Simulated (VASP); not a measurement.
SrO (strained rocksalt), PBE single-point calculation: Ansatz's output and VASP's

```cif
data_structure
_symmetry_space_group_name_H-M 'P 1'
_symmetry_Int_Tables_number 1
_cell_length_a 3.6402
_cell_length_b 3.6402
_cell_length_c 3.6402
_cell_angle_alpha 61.484
_cell_angle_beta 61.484
_cell_angle_gamma 61.484
_cell_volume 35.24
loop_
_atom_site_label
_atom_site_type_symbol
_atom_site_fract_x
_atom_site_fract_y
_atom_site_fract_z
_atom_site_occupancy
Sr1 Sr 0.00000 0.00000 0.00000 1
O1 O 0.50000 0.50000 0.50000 1
```

Ansatz printed

```
SCF 1 converged in 7 iterations: F = -4114.619906 eV  dr2 = 8.30e-9
  greatest PAW one-centre occupation: 0.987 electrons in one spin orbital (limit 2), on the Sr atom at site 0 (counted from 0), in its partial waves of l = 0
NSCF: frozen V_eff on 7 k-points
SCF converged after 7 iterations
Free energy (F): -4114.619906 eV
Harris-Foulkes:  -4114.619906 eV  (|F-HF|=7.23e-9)
Internal energy: -4114.619906 eV  (E = F + TS)
E sigma→0 (E₀):  -4114.619906 eV
Fermi energy:    9.227010 eV
--- Per-component energies (eV) ---
  E_band       = -65.023012
  E_kinetic    = 421.917263
  E_local      = -880.944487  (includes V_loc(G=0)·N_el)
  E_nonlocal   = 250.026860
  E_hartree    = 239.251589
  E_xc         = -249.054474
  E_vxc        = -258.731245  (∫ρ·V_xc dr)
  E_paw        = -2852.254376  (= ΣΔE_a)
  E_vpaw       = -75.795699  (= ΣTr[D̂ρ^β])
  E_aug_tail   = 0.002384  (compensation charges beyond the density's cutoff)
  E_ewald      = -1043.564665
  E_smearing   = -0.000000  (= −TS)
  E_closure    = 0.000000  (closes the sum)
  Σ components = -4114.619906   (vs F -4114.619906, Δ=0.00e0)
--- Forces (eV/Å), atoms counted from 1 ---
  atom   1  Sr     0.00000000     0.00000000    -0.00000000
  atom   2  O     -0.00000000     0.00000000    -0.00000000
  max |Σ_I F_I| component: 8.15e-30 eV/Å
--- Stress (GPa, compression-positive) ---
       -0.499181       1.138013       1.138013
        1.138013      -0.499181       1.138013
        1.138013       1.138013      -0.499181
  P = ⅓ Tr σ = -0.4992 GPa (-4.992 kbar)
--- Band table (eV; the first three rows and the last of 65) ---
  k-point 0: bands = ["-24.8985", "-7.4682", "-6.5758", "-6.5758", "-6.5628", "7.5292", "7.5292", "7.6002", "11.2917", "13.5787", "13.5787", "14.0084"]
  k-point 1: bands = ["-24.8821", "-7.8348", "-6.5839", "-6.5769", "-6.2488", "7.1006", "7.3473", "7.4247", "11.9656", "13.4937", "13.8560", "14.2555"]
  k-point 2: bands = ["-24.8421", "-8.3801", "-6.6076", "-6.6033", "-5.8024", "6.3144", "6.9521", "7.0586", "13.3233", "13.5829", "14.6058", "15.0222"]
  k-point 64: bands = ["-24.7669", "-8.9024", "-6.6684", "-6.6684", "-5.4867", "5.4777", "6.4141", "6.4141", "14.0469", "15.7377", "16.3746", "16.3746"]
```

Datasets and cutoffs are each program's own. VASP's cell holds 16 valence electrons and Ansatz's 16. Ansatz's stress includes a Pulay correction; VASP's doesn't.

Task: What does VASP give for the same cell and level of theory?

Result: gap between bands v and c 3.23 eV; least direct gap 3.36 eV; pressure 0.0 GPa.

From OUTCAR

```
k-points           NKPTS =     65   k-points in BZ     NKDIM =     65   number of bands    NBANDS=     15

   NELECT =      16.0000    total number of electrons

   dimension x,y,z NGX =    28 NGY =   28 NGZ =   28
   dimension x,y,z NGXF=    56 NGYF=   56 NGZF=   56

  energy-cutoff  :      520.00
  volume of cell :       35.24
      direct lattice vectors                 reciprocal lattice vectors
    -0.057825366  2.573664806  2.573664806    -0.187847616  0.192165204  0.192165204
     2.573664806 -0.057825366  2.573664806     0.192165204 -0.187847616  0.192165204
     2.573664806  2.573664806 -0.057825366     0.192165204  0.192165204 -0.187847616

 k-points in reciprocal lattice and weights: KPOINTS created by Atomic Simulation Env
   0.00000000  0.00000000  0.00000000       0.002
   0.12500000  0.00000000  0.00000000       0.012
   0.25000000  0.00000000  0.00000000       0.012
   0.37500000  0.00000000  0.00000000       0.012
   0.50000000  0.00000000  0.00000000       0.006
   0.12500000  0.12500000 -0.00000000       0.012
   0.25000000  0.12500000 -0.00000000       0.023
   0.37500000  0.12500000  0.00000000       0.023
   ...

 E-fermi :   1.9922

 k-point     1 :       0.0000    0.0000    0.0000
  band No.  band energies     occupation
      1     -31.0301      2.00000
      2     -13.5453      2.00000
      3     -12.7054      2.00000
      4     -12.7054      2.00000
      5     -12.6946      2.00000
      6       1.4780      2.00000
      7       1.4780      2.00000
      8       1.5483      2.00000
      9       5.2178      0.00000
     10       7.4805      0.00000
     11       7.4805      0.00000
     12       7.9093      0.00000
     13       9.7231      0.00000
     14       9.7231      0.00000
     15      14.0372      0.00000

 k-point     2 :       0.1250    0.0000    0.0000
  band No.  band energies     occupation
      1     -31.0138      2.00000
      2     -13.9244      2.00000
      3     -12.7136      2.00000
      4     -12.7086      2.00000
      5     -12.3654      2.00000
      6       1.0436      2.00000
      7       1.2910      2.00000
      8       1.3683      2.00000
      9       5.8928      0.00000
     10       7.4059      0.00000
     11       7.7608      0.00000
     12       8.1598      0.00000
     13      10.1013      0.00000
     14      10.1045      0.00000
     15      14.9519      0.00000

 k-point     3 :       0.2500    0.0000    0.0000
  band No.  band energies     occupation
      1     -30.9739      2.00000
      2     -14.4757      2.00000
      3     -12.7392      2.00000
      4     -12.7331      2.00000
      5     -11.9110      2.00000
      6       0.2483      2.00000
      7       0.8860      2.00000
      8       0.9927      2.00000
      9       7.2483      0.00000
     10       7.5121      0.00000
     11       8.5159      0.00000
     12       8.9321      0.00000
     13      11.0607      0.00000
     14      11.0610      0.00000
     15      16.7585      0.00000

 k-point     4 :       0.3750    0.0000    0.0000
  band No.  band energies     occupation
      1     -30.9335      2.00000
      2     -14.8781      2.00000
      3     -12.7693      2.00000
      4     -12.7522      2.00000
      5     -11.6056      2.00000
      6      -0.3750      2.00000
      7       0.5301      2.00000
      8       0.6624      2.00000
      9       7.6400      0.00000
     10       8.9196      0.00000
     11       9.4295      0.00000
     12       9.8714      0.00000
     13      12.2445      0.00000
     14      12.2717      0.00000
     15      16.4147      0.00000

 k-point     5 :       0.5000    0.0000    0.0000
  band No.  band energies     occupation
      1     -30.9166      2.00000
      2     -15.0238      2.00000
      3     -12.7816      2.00000
      4     -12.7600      2.00000
      5     -11.4999      2.00000
      6      -0.6048      2.00000
      7       0.3939      2.00000
      8       0.5358      2.00000
      9       7.8414      0.00000
     10       9.6516      0.00000
     11       9.8724      0.00000
     12      10.3137      0.00000
     13      13.0178      0.00000
     14      13.0643      0.00000
     15      15.6712      0.00000

 k-point     6 :       0.1250    0.1250   -0.0000
  band No.  band energies     occupation
      1     -31.0075      2.00000
      2     -13.9541      2.00000
      3     -12.7560      2.00000
      4     -12.7449      2.00000
      5     -12.3021      2.00000
      6       0.7717      2.00000
      7       1.4061      2.00000
      8       1.4581      2.00000
      9       5.9703      0.00000
     10       6.9630      0.00000
     11       8.1160      0.00000
     12       8.3894      0.00000
     13       9.9265      0.00000
     14      10.4785      0.00000
     15      15.2852      0.00000

 ...

  Total       -0.0017040     -0.0017040     -0.0017040      0.2500814      0.2500814      0.2500814
  in kB       -0.0774663     -0.0774663     -0.0774663     11.3687566     11.3687566     11.3687566
  external PRESSURE =      -0.0774663 kB  Pullay stress =       0.0000000 kB

 POSITION                                       TOTAL-FORCE (eV/Angst)
 -----------------------------------------------------------------------------------
      0.00000      0.00000      0.00000         0.000000      0.000000     -0.000000
      2.54475      2.54475      2.54475         0.000000      0.000000      0.000000
 -----------------------------------------------------------------------------------
    total drift:                                0.000000      0.000000      0.000000

  FREE ENERGIE OF THE ION-ELECTRON SYSTEM (eV)
  ---------------------------------------------------
  free  energy   TOTEN  =       -12.0465655741 eV

  energy  without entropy=      -12.0465655741  energy(sigma->0) =      -12.04656557
```
